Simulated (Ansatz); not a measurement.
An element in the fcc structure gives these cold pressures by all-electron LAPW under PBE (Ansatz 0.2.0, scalar-relativistic, no spin polarisation).

| V (Å³/atom) | P (GPa) |
| --- | --- |
| 15.00 | 0.09 |
| 13.50 | 48.1 |
| 12.00 | 131.1 |
| 10.50 | 275.5 |
| 9.00 | 539.1 |
| 7.50 | 1046 |
| 6.00 | 2173 |

**Question.** Which element is it?

**Answer.** Re. Its zero-pressure volume in this structure is near 15.0 Å³/atom; the volume and the steepness of P(V) together point to it, though neighbours can come close. This is the case that was computed; others weren't tested.
